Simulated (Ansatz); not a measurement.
# Cr: the cost of one run

Computed with Ansatz 0.2.0 (DFT PBE, scalar-relativistic, unless a step's input says otherwise).

## Step 1: The structure to begin with

The structure is cubic, space group Im-3m (No. 229). Conventional cell: a = 2.884 Å, b = 2.884 Å, c = 2.884 Å, α = 90.00°, β = 90.00°, γ = 90.00°. Cr (site symmetry m-3m) has 8 Cr at 2.50 Å as nearest neighbours.

Structure file:

```
CELL_PARAMETERS angstrom
-1.44195 1.44195 1.44195
1.44195 -1.44195 1.44195
1.44195 1.44195 -1.44195
ATOMIC_POSITIONS crystal
Cr 0.00000 0.00000 0.00000
```

## Step 2: The deformed structure

Space group Im-3m before, I4/mmm after.

## Step 3: LAPW, all electrons

input.yaml

```yaml
crystal:
  lattice:
    - [-1.44195, 1.44195, 1.4275305]
    - [1.44195, -1.44195, 1.4275305]
    - [1.44195, 1.44195, -1.4275305]
  atoms:
    - { symbol: Cr, position: [0.0, 0.0, 0.0], spin: 3.0 }
magnetization:
  spin_polarized: true
kpoints:
  mp_grid: { grid: [18, 18, 18] }
  band_path:
    path:
      - [0.0, 0.0, 0.0]
      - [0.0, 0.0, 0.5]
      - [-0.5, 0.5, 0.5]
      - [0.0, 0.0, 0.0]
      - [0.495025, 0.495025, -0.495025]
      - [-0.495025, 0.504975, 0.495025]
      - [-0.5, 0.5, 0.5]
      - [0.0, 0.0, 0.5]
      - [0.25, 0.25, 0.25]
    npoints: 5
scf:
  occupations: { method: fermi_dirac, width: 0.08 }
hamiltonian:
  xc: pbe
  pseudopotentials: { kind: all_electron, lapw: { basis_error: 0.001 } }
output:
  forces: true
  stress: true
  eigenvalues: true
```

Command:

```sh
$ ansatz run input.yaml --threads 1 --pin off --max-ram 3072MiB --backend cpu --events-out ev --progress --plain --runs-dir out
```

**Question.** How long does this run take on 1 thread of Intel Xeon 6975P-C (Granite Rapids), shared host, and how much memory does it need?

About 41 s, with a peak of 0.73 GiB.
